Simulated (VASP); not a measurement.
Write the native input for VASP 6.6.1 that does the following.

```
Task                   : single point
Functional             : PBE
Potentials or basis    : VASP PAW PBE potentials, release 64 (Zn, Cu)
Cutoff                 : 520 eV
k mesh                 : 16 × 16 × 12
Occupations            : gaussian, width 0.1 eV
Spin                   : no spin polarisation
Dipole correction      : no
Further INCAR settings : ALGO = Fast; EDIFF = 1e-06; NBANDS = 18
```

The structure of ZnCu lies in POSCAR:

```
ZnCu
1.0
    2.7429753067      0.0000000000      0.0000000000
    0.0000000000      2.7429753067      0.0000000000
    0.0000000000      0.0000000000      3.4684212994
Zn Cu
1 1
Direct
    0.5000000000      0.5000000000      0.5000000000
    0.0000000000      0.0000000000      0.0000000000
```

The cell comes from a database or a generator and needn't be the stable form of this composition.

The cell isn't the ideal one: uniaxial strain along c, a, b and atoms relaxed: +1.0 %.

These files were run (other wordings do the same):

INCAR

```
SYSTEM = ZnCu
  PREC = Accurate
  ENCUT = 520
  EDIFF = 1E-6
  ISMEAR = 0
  SIGMA = 0.1
  LREAL = .FALSE.
  LASPH = .TRUE.
  NELM = 100
  ALGO = Fast
  ISIF = 2
  LWAVE = .FALSE.
  LCHARG = .TRUE.
  GGA = PE
  LELF = .TRUE.
  LVHAR = .TRUE.
  NBANDS = 18
```

KPOINTS

```
regular mesh
0
G
  16 16 12
  0 0 0
```

Potentials or basis: VASP PAW PBE potentials, release 64 (Zn, Cu).

Command:

```bash
$ cat potpaw_PBE.64/Zn/POTCAR potpaw_PBE.64/Cu/POTCAR > POTCAR
$ mpirun -np 1 vasp_std > vasp.out
```

Results of the run:

* Pressure: 0.5 GPa
* Band gap on the k mesh: none (metal or under the smearing width)

It took 66 s on 1 thread of Intel(R) Xeon(R) Platinum 8559C (Emerald Rapids), with other jobs on the host, peak memory 0.26 GiB.
